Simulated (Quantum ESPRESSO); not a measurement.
**SnO: single point with PBE**

The system is SnO.

```
Sn O
1.0
     3.13193    0.00000    0.00000
     0.00000    3.13193    0.00000
     0.00000    0.00000    3.13193
Sn O
1 1
Direct
  0.00000 0.00000 0.00000
  0.50000 0.50000 0.50000
```

The cell was built by a generator and needn't be a form met in nature.

```yaml
Program: Quantum ESPRESSO 7.5
Task: single point
Functional: PBE
Potentials_or_basis: SSSP 1.3 efficiency PBE
Cutoff: 816 eV
Density_cutoff: 6531 eV
k_mesh: 9 × 9 × 9
Occupations: fermi-dirac, width 0.05 eV
Spin: no spin polarisation
Mixing_beta: 0.5
Most_SCF_iterations: 120
SCF_threshold: 4e-10 Ry
```

The pressure is -0.1 GPa and the band gap on the k mesh is 0.48 eV, indirect (least direct gap 0.92 eV).

Levels at points of the mesh, in eV from the valence-band top:
| k point | band 7 | band 8 | band 9 | band 10 | band 11 | band 12 | band 13 | band 14 |
| --- | --- | --- | --- | --- | --- | --- | --- | --- |
| (0.00, 0.00, 0.00) | -7.29 | -2.23 | -2.23 | -2.23 | 8.14 | 8.14 | 8.14 | 8.22 |

Run time: 20 s on 1 thread of Arm Neoverse V1 (shared host), peak memory 0.18 GiB.

Caveat: spin-orbit coupling is left out, which moves the levels of the heavy elements; an odd mesh through Γ misses points on the zone boundary, where band edges often lie.
